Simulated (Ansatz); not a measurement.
# GaSb in Ansatz: the effect of functional

Crystal: GaSb.

```xyz
2
Lattice="-2.8074 2.8074 1.6219 2.8074 -2.8074 1.6219 2.8074 2.8074 -1.6219" Properties=species:S:1:pos:R:3 pbc="T T T"
Sb    0.0000    0.0000    0.0000
Ga    0.0000    2.8074    0.8110
```

Measurements of this composition are mostly on another form, of space group No. 216.

The cell isn't the ideal one: volume scaled by 1.06.

Alike in all runs:

* Program: Ansatz 0.2.0
* Task: single point
* Potentials or basis: Ansatz PAW
* k mesh: 10 × 10 × 10
* Occupations: fermi-dirac, width 0.05 eV
* Spin: no spin polarisation

```tsv
functional	cutoff	pressure (GPa)
LDA	420 eV (not typed: the program's choice for these potentials)	-6.5
PBEsol	420 eV (not typed: the program's choice for these potentials)	-5.3
r2SCAN	500 eV (not typed: the program's choice for these potentials)	?
```

Task: What does the run with functional r2SCAN give?

Result: Pressure -4.1 GPa.

Caveats: the PAW data sets come from PBE, with cores solved anew for the run's functional, which leaves a small shift of forces and pressure.

Runs at the PBE level aren't shown here.
